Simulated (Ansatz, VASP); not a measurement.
**One calculation of As, two programs**

Contents of INCAR:

```
  AGGAC = 1.0
  AGGAX = 1.0
  ALDAC = 0.0
  ALDAX = 1.0
  ALGO = Normal
  EDIFF = 1E-6
  EDIFFG = -0.01
  ENCUT = 600
  GGA = B5
  IBRION = 2
  ISIF = 3
  ISMEAR = -1
  LASPH = True
  LCHARG = False
  LREAL = False
  LWAVE = False
  NELM = 80
  NSW = 80
  PREC = Accurate
  SIGMA = 0.1
```

KPOINTS

```
k-points
0
Gamma
  9 9 9
```

Contents of POSCAR:

```
As
1.0
    0.0000000000      2.9125201240      2.9125201240
    2.9125201240      0.0000000000      2.9125201240
    2.9125201240      2.9125201240      0.0000000000
As
2
Direct
    0.1250000000      0.1250000000      0.1250000000
    0.8750000000      0.8750000000      0.8750000000
```

Input for Ansatz:

```yaml
crystal:
  lattice:
    - [0.0, 2.912520124, 2.912520124]
    - [2.912520124, 0.0, 2.912520124]
    - [2.912520124, 2.912520124, 0.0]
  atoms:
    - { symbol: As, position: [0.125, 0.125, 0.125] }
    - { symbol: As, position: [0.875, 0.875, 0.875] }
hamiltonian:
  xc: blyp
  pseudopotentials:
    kind: paw
    azcp:
      As: "pseudopotentials/As.paw.azcp"
basis:
  ecutwfc: 420
  fft_grid_basis: typed
kpoints:
  mp_grid: { grid: [9, 9, 9], shift: [0, 0, 0] }
magnetization:
  spin_polarized: false
scf:
  occupations: { method: fermi_dirac, width: 0.1 }
relax:
  max_steps: 60
  f_tol: 0.01
  cell: {}
```

The cell was built by a generator and needn't be a form met in nature.

Alike in both runs: task relaxation of cell and atoms; functional BLYP; k mesh 9 × 9 × 9; occupations fermi-dirac, width 0.1 eV; no spin polarisation.

|  | VASP | Ansatz |
| --- | --- | --- |
| version | VASP 6.6.1 | Ansatz 0.2.0 |
| potentials or method | VASP PAW PBE potentials, release 64 (As) | plane waves (420 eV) with PAW, scalar-relativistic |
| plane-wave cutoff (eV) | 600 | 420 |
| valence electrons in the cell | 10 | 30 |

|  | VASP | Ansatz | Ansatz less VASP |
| --- | --- | --- | --- |
| relaxed volume (Å³/atom) | 30.87 | 30.72 | -0.145 |
| relaxed cell length with the largest relative difference (Å) | 4.436 | 4.429 | -0.0069 |
| energy change over the relaxation (meV/atom) | -221 | -210 | +11.7 |

The two sets of potentials don't hold the same shells in valence.

Caveats: the volume moved by over 15 % at a fixed basis, so the end points are rough (VASP); the PAW data sets were made with another functional, which shifts forces and pressure a little (VASP).
